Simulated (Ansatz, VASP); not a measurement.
## One calculation of SiGe, two programs

Contents of INCAR:

```
SYSTEM = SiGe
  ALGO = Normal
  EDIFF = 1E-6
  ENCUT = 520
  GGA = PS
  ISIF = 2
  ISMEAR = 0
  LASPH = .TRUE.
  LCHARG = .FALSE.
  LREAL = .FALSE.
  LWAVE = .FALSE.
  NBANDS = 26
  NELM = 60
  PREC = Accurate
  SIGMA = 0.03
```

Contents of KPOINTS:

```
k-points
0
G
  12 12 6
  0 0 0
```

File POSCAR:

```
SiGe
1.0
    3.5739621851      0.0000000000      0.0000000000
   -1.7869810926      3.0951420444      0.0000000000
    0.0000000000      0.0000000000      7.6749727195
Si Ge
2 2
Direct
    0.6666666667      0.3333333333      0.8745463420
    0.3333333333      0.6666666667      0.3745463420
    0.6666666667      0.3333333333      0.5004526580
    0.3333333333      0.6666666667      0.0004526580
```

Input for Ansatz:

```yaml
crystal:
  lattice:
    - [3.5739621851, 0.0, 0.0]
    - [-1.7869810926, 3.0951420444, 0.0]
    - [0.0, 0.0, 7.6749727195]
  atoms:
    - { symbol: Si, position: [0.6666666667, 0.3333333333, 0.874546342] }
    - { symbol: Si, position: [0.3333333333, 0.6666666667, 0.374546342] }
    - { symbol: Ge, position: [0.6666666667, 0.3333333333, 0.500452658] }
    - { symbol: Ge, position: [0.3333333333, 0.6666666667, 0.000452658] }
basis:
  ecutwfc: 420
kpoints:
  mp_grid: { grid: [12, 12, 6] }
hamiltonian:
  xc: pbesol
scf:
  occupations: { method: gaussian, width: 0.03 }
output:
  forces: true
  stress: true
  eigenvalues: true
  write_density: true
  write_potential: true
  elf: true
  volumetric_format: npy
```

Alike in both runs: task single point; functional PBEsol; k mesh 12 × 12 × 6; occupations gaussian, width 0.03 eV; no spin polarisation.

|  | VASP | Ansatz |
| --- | --- | --- |
| version | VASP 6.6.1 | Ansatz 0.2.0 |
| potentials or method | VASP PAW PBE potentials, release 64 (Si, Ge_d) | scalar-relativistic, plane waves, PAW |
| plane-wave cutoff (eV) | 520 | 420 |
| valence electrons in the cell | 36 | 36 |

```csv
,VASP,Ansatz,Ansatz less VASP
gap on the k mesh at the Fermi level (eV),none,none,-
pressure (GPa),7.0,7.0,-0.06
largest component of the traceless stress (GPa),20.53,20.48,-0.047
rms of the force components (eV/Å),0.670,0.674,+0.0037
```

Atom by atom the forces differ by 0.004 eV/Å (rms over components). A gap of «none» marks a metal or a gap that the smearing closes.

Caveats: the PAW data sets were made with another functional, which shifts forces and pressure a little (VASP).
